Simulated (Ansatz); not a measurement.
# GaN under changes of volume

One of the cells (11.310 Å³/atom); the others are scaled copies at fixed shape and fractional positions:

```
CELL_PARAMETERS angstrom
3.18000 0.00000 0.00000
-1.59000 2.75396 0.00000
0.00000 0.00000 5.16600
ATOMIC_POSITIONS crystal
Ga 0.66667 0.33333 0.50000
Ga 0.33333 0.66667 0.00000
N 0.66667 0.33333 0.87500
N 0.33333 0.66667 0.37500
```

| Item | Value |
| --- | --- |
| Program | Ansatz 0.2.0 |
| Functional | LDA |
| Potentials or basis | all-electron LAPW, scalar-relativistic |
| Cutoff | 396 eV (chosen from the basis error) |
| Basis error allowed | 0.002 eV/atom |
| k mesh | 10 × 10 × 5 |
| Occupations | fermi-dirac, width 0.05 eV |
| Spin | no spin polarisation |

```tsv
volume (Å³/atom)	energy over the lowest point (meV/atom)	pressure (GPa)	gap on the mesh (eV)	largest force (eV/Å)
10.632	11.37	8.8	2.40	0.143
10.858	?	?	?	?
11.084	0.00	-0.4	2.12	0.132
11.310	3.34	-4.3	1.98	0.126
11.537	11.86	-7.7	1.84	0.121
11.763	25.03	-10.8	1.71	0.116
11.989	42.36	-13.6	1.58	0.111
```

Question: What does the run at 10.858 Å³/atom give?

Answer: Energy over the lowest point 2.45 meV/atom; pressure 3.9 GPa; gap on the mesh 2.26 eV; largest force 0.137 eV/Å.

Worked out: A Birch-Murnaghan fit of order 3 (a polynomial in V^(-2/3)) to the other rows has its minimum at 11.06 Å³/atom with B0 = V·E''(V) = 202 GPa and B' = 4.3 at fixed shape and positions, which overstates the stiffness. It gives 2.47 meV/atom at 10.858 Å³/atom, against the run's 2.45, and -dE/dV = 3.9 GPa, against 3.9. A straight line through the other rows of the gap, of slope -6.84 eV per unit of ln V (its deformation potential), gives 2.26 eV, against the run's 2.26.

Energies are extrapolated to zero smearing.

Spin-orbit coupling on Ga is left out.
